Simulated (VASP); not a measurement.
Set up this calculation in VASP 6.6.1, as the native input.

| Property | Result |
| --- | --- |
| Task | single point |
| Functional | PBEsol |
| Potentials or basis | VASP PAW PBE potentials, release 64 (O, Ti_sv) |
| Cutoff | 520 eV |
| k mesh | 9 × 6 × 1 |
| Occupations | gaussian, width 0.03 eV |
| Spin | no spin polarisation |
| Dipole correction | yes |
| Further INCAR settings | ALGO = Normal; EDIFF = 1e-06; NBANDS = 46 |

The structure of TiO2 lies in POSCAR:

```
TiO2                                    
1.0
    2.9417410000      0.0000000000      0.0000000000
    0.0000000000      4.5927070000      0.0000000000
    0.0000000000      0.0000000000     21.3900628800
  O               Ti            
     6     3
Direct
     0.5000000000000000    0.1298857729717213    0.3487379957220039
     0.5000000000000000    0.7631656593515600    0.4308848244197696
     0.0000000000000000    0.2865753419858504    0.4601149659478018
     0.0000000000000000    0.7134246580141496    0.5398850340521981
     0.5000000000000000    0.2368343406484400    0.5691151755802299
     0.5000000000000000    0.8701142270282789    0.6512620042779964
     0.0000000000000000    0.0185729173418296    0.3947445069526896
     0.5000000000000000    0.5000000000000000    0.5000000000000000
     0.0000000000000000    0.9814270826581709    0.6052554930473107
```

One way to write it, as run:

INCAR

```
  PREC = Accurate
  ENCUT = 520
  EDIFF = 1E-6
  ISMEAR = 0
  SIGMA = 0.03
  LREAL = False
  LASPH = True
  NELM = 80
  ALGO = Normal
  ISIF = 2
  LWAVE = False
  LCHARG = False
  LDIPOL = True
  IDIPOL = 3
  DIPOL = 0.5 0.5 0.500
  GGA = PS
  NBANDS = 46
  LVHAR = True
  LVACPOTAV = True
  ICORELEVEL = 1
  KPAR = 4
```

KPOINTS

```
regular mesh
0
Gamma
  9 6 1
```

Potentials or basis: VASP PAW PBE potentials, release 64 (O, Ti_sv).

Command:

```sh
$ cat potpaw_PBE.64/O/POTCAR potpaw_PBE.64/Ti_sv/POTCAR > POTCAR
$ mpirun -np 4 vasp_std > vasp.out
```

It gave:

The largest force is 0.011 eV/Å and the band gap on the k mesh is 2.12 eV, direct. The ionisation potential of the upper face is 7.82 eV.

Caveat: the PAW data sets were made with another functional, which shifts forces and pressure a little.

Wall time 3.4 min on 4 MPI ranks on Intel(R) Xeon(R) Platinum 8488C (Sapphire Rapids), on a shared host, peak memory 0.46 GiB a rank.
